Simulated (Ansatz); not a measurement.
```xyz
6

Cl   -0.685   -1.499   -1.229
C    -0.443   -0.499    0.131
C     0.364    0.550    0.165
Cl    1.310    1.095   -1.145
H    -1.011   -0.782    1.007
H     0.464    1.136    1.070
```

Total charge 0; spin multiplicity 1.

(1) List the CAM-B3LYP/def2-TZVPP orbital energies in eV (Ansatz). (Estimate.)

Answers

(1) Ansatz gave: Occupied: -2764.95, -2764.95, -280.82, -280.80, -259.69, -259.69, -198.80, -198.80, -198.57, -198.57, -198.55, -198.55, -27.06, -25.77, -22.43, -17.84, -16.11, -14.63, -12.97, -12.88, -11.31, -10.74, -10.39, -8.66. Lowest empty: 0.65, 1.82, 2.37, 2.73, 4.46, 4.52, 6.45, 6.54.
